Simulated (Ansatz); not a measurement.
Runs of Ansatz 0.2.0 on Sb. The structure is trigonal, space group R-3m (No. 166). Conventional cell: a = 4.308 Å, b = 4.308 Å, c = 11.274 Å, α = 90.00°, β = 90.00°, γ = 120.00°. Sb (site symmetry 3m) is surrounded by 3 Sb at 2.91 Å. 

| task | level | potentials or basis | spin | cell | k mesh | cutoff (eV) | smearing | share of exact exchange | screening of exact exchange | basis error allowed | mesh quality | gap on the mesh (eV) | pressure (GPa) | relaxed volume (Å³/atom) | largest force (eV/Å) |
| --- | --- | --- | --- | --- | --- | --- | --- | --- | --- | --- | --- | --- | --- | --- | --- |
| single point | PBE | all-electron LAPW, scalar-relativistic | off | as given | 8 × 8 × 8 | 230 | gaussian 0.015 eV | - | - | 0.001 eV/atom | not flagged | none | 2.7 | - | 0.14 |
| band structure | LDA | all-electron LAPW, relativistic spinors | SOC, no magnetisation | as given | 6 × 6 × 6 | 230 | fermi-dirac 0.05 eV | - | - | 0.001 eV/atom | coarse | - | -1.0 | - | 0.07 |
| relaxation of the atoms | PBE | all-electron LAPW, scalar-relativistic | off | atoms relaxed from: strain = -0.01 | 8 × 8 × 8 | - | fermi-dirac 0.05 eV | - | - | 0.001 eV/atom | not flagged | - | 2.2 | - | 0.01 |
| single point | HSE(alpha, omega) | all-electron PAW datasets made for the crystal | off | as given | 4 × 4 × 4 | 270 | fermi-dirac 0.05 eV | 0.15 | 0.2 1/A | - | coarse | 0.28 | (b) | - | (a) |
| single point | PBE | all-electron LAPW, scalar-relativistic | off | as given | 8 × 8 × 8 | 230 | gaussian 0.018 eV | - | - | 0.001 eV/atom | not flagged | none | 2.7 | - | 0.14 |
| single point | HSE(alpha, omega) | all-electron PAW datasets made for the crystal | off | as given | 4 × 4 × 4 | 270 | fermi-dirac 0.05 eV | 0.3 | 0.2 1/A | - | coarse | (c) | 0.4 | - | 0.39 |
| relaxation of cell and atoms | PBEsol | all-electron LAPW, scalar-relativistic | off | relaxed | 8 × 8 × 8 | - | fermi-dirac 0.05 eV | - | - | 0.001 eV/atom | not flagged | - | 0.0 | 29.87 | - |
| relaxation of cell and atoms | revPBE+D3(BJ) | all-electron LAPW, scalar-relativistic | off | relaxed | 8 × 8 × 8 | - | fermi-dirac 0.05 eV | - | - | 0.001 eV/atom | not flagged | - | 0.0 | 28.88 | - |

Q: Estimate the missing entries.

A: (a) 0.22; (b) 1.5; (c) 0.31.

Caveats: some runs use coarse meshes; the program warned that the printed levels may be off, so bands, gaps and densities of states are rough (some runs); spin-orbit coupling is left out, which moves the levels of the heavy elements (some runs); the k mesh is thin for a metal, which can move the energy by tens of meV per atom (some runs).

A k mesh can miss the band edges, and rows without SOC leave out spin-orbit coupling on Sb.

A gap of «none» marks a metal or a gap under the smearing width.

The runs don't all hold the same shells in valence.
